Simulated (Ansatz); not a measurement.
Two Ansatz runs on K

The cell is the one relaxed in the Materials Project (mp-10157), not relaxed further here; entries there can be hypothetical. The listed cell was then made from it by scaling, straining or moving an atom.

First run: DFT, r2SCAN, all-electron PAW with datasets made for the crystal, scalar-relativistic (Ansatz 0.2.0).

Command: `ansatz run input.yaml --threads 1 --pin off --max-ram 2048MiB --backend cpu --events-out ev --progress --plain --runs-dir out` The run took 6 s on 1 thread of Intel(R) Xeon(R) Platinum 8488C (Sapphire Rapids), on a shared host.

```yaml
crystal:
  lattice:
    - [0.0, 3.4365078421, 3.4365078421]
    - [3.4365078421, 0.0, 3.4365078421]
    - [3.4365078421, 3.4365078421, 0.0]
  atoms:
    - { symbol: K, position: [0.0, 0.0, 0.0] }
kpoints:
  mp_grid: { grid: [11, 11, 11] }
scf:
  occupations: { method: fermi_dirac, width: 0.05 }
hamiltonian:
  xc: r2scan
  pseudopotentials: { kind: all_electron, datasets: crystal }
output:
  forces: true
  stress: true
  eigenvalues: true
  efg: { contact_densities: true }
```

Result: converged; pressure -0.17 GPa; 11 SCF iterations.

The input is then changed:

```diff
@@ -11,6 +11,7 @@
   occupations: { method: fermi_dirac, width: 0.05 }
 hamiltonian:
-  xc: r2scan
+  xc: pbesol
   pseudopotentials: { kind: all_electron, datasets: crystal }
+  dispersion: d4
 output:
   forces: true
```

Predict the outcome of the changed run.

It converged; pressure -0.45 GPa; 9 SCF iterations.
